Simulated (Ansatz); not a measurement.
Molecular dynamics on a 2×2×2 supercell (24 atoms) of MgH₂ (fluorite), relaxed with r2SCAN. Forces come from PBE in the plane-wave code Ansatz: Langevin thermostat and barostat (NPT), 100 K, steps of 1 fs. Computed, non-magnetic; the trajectory is short and the cell small, so nothing here is a converged average. The structure comes from a prototype and may be hypothetical.

```yaml
crystal:
  lattice:
    - [0.0, 4.7299226561, 4.7299226561]
    - [4.7299226561, 0.0, 4.7299226561]
    - [4.7299226561, 4.7299226561, 0.0]
  atoms:
    - { symbol: Mg, position: [0.0, 0.0, 0.0] }
    - { symbol: H, position: [0.125, 0.125, 0.125] }
    - { symbol: H, position: [0.375, 0.375, 0.375] }
    - { symbol: Mg, position: [0.0, 0.0, 0.5] }
    - { symbol: H, position: [0.125, 0.125, 0.625] }
    - { symbol: H, position: [0.375, 0.375, 0.875] }
    - { symbol: Mg, position: [0.0, 0.5, 0.0] }
    - { symbol: H, position: [0.125, 0.625, 0.125] }
    - { symbol: H, position: [0.375, 0.875, 0.375] }
    - { symbol: Mg, position: [0.0, 0.5, 0.5] }
    - { symbol: H, position: [0.125, 0.625, 0.625] }
    - { symbol: H, position: [0.375, 0.875, 0.875] }
    - { symbol: Mg, position: [0.5, 0.0, 0.0] }
    - { symbol: H, position: [0.625, 0.125, 0.125] }
    - { symbol: H, position: [0.875, 0.375, 0.375] }
    - { symbol: Mg, position: [0.5, 0.0, 0.5] }
    - { symbol: H, position: [0.625, 0.125, 0.625] }
    - { symbol: H, position: [0.875, 0.375, 0.875] }
    - { symbol: Mg, position: [0.5, 0.5, 0.0] }
    - { symbol: H, position: [0.625, 0.625, 0.125] }
    - { symbol: H, position: [0.875, 0.875, 0.375] }
    - { symbol: Mg, position: [0.5, 0.5, 0.5] }
    - { symbol: H, position: [0.625, 0.625, 0.625] }
    - { symbol: H, position: [0.875, 0.875, 0.875] }
kpoints:
  mp_grid: { grid: [2, 2, 2] }
hamiltonian:
  xc: pbe
scf:
  occupations: { method: fermi_dirac, width: 0.02 }
md:
  ensemble: npt_langevin
  temperature: 100
  timestep: 1.0
  n_steps: 40
  initial_velocities: maxwell_boltzmann
  seed: 6966
```

Command: `ansatz run input.yaml --threads 4 --pin off --max-ram 3686MiB --backend cpu --events-out ev --progress --plain --runs-dir out`. It took 49 s on 4 threads of Arm Neoverse V2, on a shared host; peak host memory 0.73 GiB.

| step | t (fs) | T (K) | free energy F from step 0 (meV/atom) | kinetic energy (meV/atom) | pressure (GPa) | volume (Å³/atom) | largest force (eV/Å) |
| --- | --- | --- | --- | --- | --- | --- | --- |
| 0 | 0 | 96 | 0.0 | 12.4 | 1.17 | 8.82 | 0.00 |
| 1 | 1 | 92 | 0.3 | 11.9 | 1.17 | 8.82 | 0.12 |
| 2 | 2 | 86 | 1.3 | 11.1 | 1.18 | 8.82 | 0.23 |
| 3 | 3 | 81 | 2.6 | 10.4 | 1.19 | 8.82 | 0.33 |
| 4 | 4 | 64 | 4.1 | 8.2 | 1.19 | 8.83 | 0.42 |
| 5 | 5 | 51 | 5.3 | 6.6 | 1.19 | 8.83 | 0.47 |
| 6 | 6 | 45 | 6.0 | 5.9 | 1.19 | 8.83 | 0.50 |
| 7 | 7 | 42 | 6.1 | 5.4 | 1.18 | 8.84 | 0.49 |
| 8 | 8 | 46 | 5.4 | 6.0 | 1.17 | 8.85 | 0.46 |
| 9 | 9 | 58 | 3.9 | 7.5 | 1.16 | 8.86 | 0.47 |
| 10 | 10 | 75 | 1.6 | 9.7 | 1.14 | 8.87 | 0.47 |
| 11 | 11 | 104 | -1.4 | 13.4 | 1.15 | 8.88 | 0.47 |
| 12 | 12 | 127 | -4.9 | 16.5 | 1.15 | 8.89 | 0.47 |
| 13 | 13 | 155 | -8.5 | 20.0 | 1.18 | 8.90 | 0.46 |
| 14 | 14 | 178 | -12.3 | 23.0 | 1.23 | 8.91 | 0.43 |
| 15 | 15 | 202 | -15.9 | 26.2 | 1.30 | 8.93 | 0.43 |
| 16 | 16 | 227 | -19.3 | 29.4 | 1.41 | 8.95 | 0.45 |
| 17 | 17 | 234 | -22.1 | 30.2 | 1.53 | 8.96 | 0.45 |
| 18 | 18 | 236 | -24.2 | 30.6 | 1.67 | 8.98 | 0.43 |
| 19 | 19 | 242 | -25.5 | 31.2 | 1.84 | 9.00 | 0.45 |
| 20 | 20 | 244 | -25.9 | 31.6 | 2.02 | 9.03 | 0.60 |
| 21 | 21 | 246 | -25.7 | 31.8 | 2.19 | 9.05 | 0.69 |
| 22 | 22 | 236 | -24.9 | 30.6 | 2.31 | 9.07 | 0.72 |
| 23 | 23 | 226 | -23.7 | 29.2 | 2.40 | 9.10 | 0.70 |
| 24 | 24 | 202 | -22.2 | 26.1 | 2.41 | 9.13 | 0.65 |
| 25 | 25 | 184 | -20.5 | 23.8 | 2.37 | 9.16 | 0.65 |
| 26 | 26 | 156 | -18.7 | 20.2 | 2.26 | 9.20 | 0.66 |
| 27 | 27 | 135 | -16.8 | 17.5 | 2.11 | 9.23 | 0.64 |
| 28 | 28 | 123 | -14.9 | 16.0 | 1.92 | 9.27 | 0.66 |
| 29 | 29 | 105 | -13.2 | 13.5 | 1.69 | 9.30 | 0.68 |
| 30 | 30 | 90 | -11.8 | 11.6 | 1.41 | 9.34 | 0.69 |
| 31 | 31 | 75 | -10.8 | 9.7 | 1.11 | 9.38 | 0.70 |
| 32 | 32 | 72 | -10.4 | 9.2 | 0.80 | 9.42 | 0.71 |
| 33 | 33 | 72 | -10.8 | 9.3 | 0.49 | 9.46 | 0.70 |
| 34 | 34 | 82 | -12.0 | 10.7 | 0.19 | 9.50 | 0.68 |
| 35 | 35 | 92 | -13.9 | 11.9 | -0.12 | 9.54 | 0.65 |
| 36 | 36 | 113 | -16.5 | 14.6 | -0.40 | 9.58 | 0.64 |
| 37 | 37 | 136 | -19.5 | 17.6 | -0.68 | 9.62 | 0.61 |
| 38 | 38 | 160 | -22.5 | 20.7 | -0.94 | 9.66 | 0.54 |
| 39 | 39 | 184 | -25.3 | 23.8 | -1.17 | 9.70 | 0.49 |
| 40 | 40 | 199 | -27.4 | 25.7 | -1.39 | 9.74 | 0.50 |

The temperature starts at 96 K, is lowest at step 7 (42 K, 7 fs) and ends at 199 K. The atoms start on their lattice sites with kinetic energy alone, so much of it first passes into potential energy.

Positions (Å) and forces (eV/Å) at step 40:
```
cell (Å): 0.000 4.889 4.889; 4.889 0.000 4.889; 4.889 4.889 0.000
Mg  -0.103  -0.017   0.024    -0.244   0.060  -0.007
H    1.449   1.505   1.220     0.011  -0.037   0.101
H    3.977   3.743   3.493    -0.052  -0.191   0.073
Mg   2.469   2.423  -0.008    -0.050   0.317  -0.060
H    3.297   3.733   1.063     0.002  -0.132  -0.133
H    5.581   5.826   3.456     0.361   0.179   0.158
Mg   2.448   0.065   2.431    -0.332  -0.292  -0.028
H    3.247   1.120   3.829     0.022   0.183   0.222
H    5.737   4.036   6.414    -0.119  -0.151  -0.326
Mg   4.946   2.413   2.477     0.345   0.205  -0.023
H    6.400   3.520   3.659    -0.011  -0.144   0.180
H    8.810   6.003   6.355     0.048   0.117  -0.178
Mg   0.025   2.471   2.429     0.098   0.081   0.026
H    1.509   3.505   3.665    -0.072  -0.142   0.059
H    3.914   6.025   6.349     0.054   0.112  -0.133
Mg   2.433   4.869   2.454    -0.011   0.120   0.099
H    3.305   6.069   3.859    -0.013  -0.176  -0.016
H    5.725   8.866   6.299     0.078  -0.132  -0.089
Mg   2.436   2.450   4.852     0.047  -0.024   0.382
H    3.340   3.672   5.988    -0.016  -0.009  -0.170
H    5.720   5.832   8.414    -0.055   0.124   0.204
Mg   4.854   4.892   4.930    -0.286  -0.080  -0.008
H    6.370   6.296   6.198     0.045   0.306  -0.399
H    8.816   8.690   8.363     0.151  -0.292   0.065
```
